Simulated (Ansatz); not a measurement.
Fe:

```
Fe
1.0
    -1.44300    1.44300    1.44300
     1.44300   -1.44300    1.44300
     1.44300    1.44300   -1.44300
Fe
1
Cartesian
  0.0000 0.0000 0.0000
```

Base run:

| Item | Value |
| --- | --- |
| Program | Ansatz 0.2.0 |
| Functional | PBE |
| Potentials or basis | PseudoDojo standard (PBE files) |
| Cutoff | 1225 eV |
| Density cutoff | 4898 eV |
| k mesh | 13 × 13 × 13 |
| Occupations | fermi-dirac, width 0.05 eV |
| Spin | collinear spin, ferromagnetic start |
| Starting moments | [3.0] μB |

Its results: band gap on the k mesh none (metal or under the smearing width); pressure -4.9 GPa; net moment 2.46 μB per cell; site moments Fe +2.54 μB.

Q: After a change of settings the same cell gave: band gap on the k mesh none (metal or under the smearing width); pressure -26.2 GPa; net moment 2.21 μB per cell; site moments Fe +2.23 μB. Which change was it?
A. potentials or basis from PseudoDojo standard (PBE files) to SPMS NC; cutoff from 1225 eV to 871 eV; density cutoff from 4898 eV to 3483 eV
B. functional from PBE to LDA; potentials or basis from PseudoDojo standard (PBE files) to JTH PAW LDA; cutoff from 1225 eV to 1320 eV; density cutoff from 4898 eV to 6600 eV
C. potentials or basis from PseudoDojo standard (PBE files) to Ansatz NC
D. potentials or basis from PseudoDojo standard (PBE files) to Ansatz PAW earlier set; cutoff from 1225 eV to 950 eV; density cutoff from 4898 eV to 3800 eV

A: B.

Caveats: so large a pressure means that the cell lies far from this level's equilibrium, or that cutoff or potentials fall short (some runs).

Not every run made on this cell is shown here.
